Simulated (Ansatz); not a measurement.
ZnS: energy along a strain

ZnS, P6_3mc, a = 3.811 Å, c = 6.234 Å (as given, not relaxed at this level: 0.1 GPa, forces to 0.32 eV/Å). The compound has several low-lying forms, and this is one of them. Ansatz: r2SCAN, PAW, 500 eV, Γ-centred 6×6×4 mesh on 4 atoms, Gaussian smearing 0.05 eV; no spin polarisation. Cell vectors (Å): 3.811 0.000 0.000; -1.905 3.300 0.000; 0.000 0.000 6.234. The cell is strained by x per cent times the pattern (0 0 0 0 0 1) in the order xx yy zz yz xz xy (engineering shears), with fractional coordinates held. y is the free energy over the start, V0 = 19.603 Å³/atom. Symmetry makes y even in x.

```tsv
x (%)	y (meV/atom)
-2.00	?
-1.00	0.37
0.00	0.00
0.25	0.02
0.50	0.09
0.75	0.21
1.25	0.58
1.50	0.84
1.75	1.15
```

Q: Fit y = c2 x² + c4 x⁴ to the other rows, get the stiffness along the pattern, and predict the missing energy.

A: Least squares on the rows shown. y = 0.3675 x² + 0.002619 x⁴. The clamped-ion stiffness p·C·p = 2 × 3.675 eV × 160.2 / 19.603 Å³ = 60 GPa, which is C66 in these axes (second derivative at the start, which stands under stress). At x = -2.00 the fit asked for gives 1.51 meV/atom. The run gave 1.49 meV/atom, so the fit is 0.02 meV/atom too high, a small miss on the scale of the series.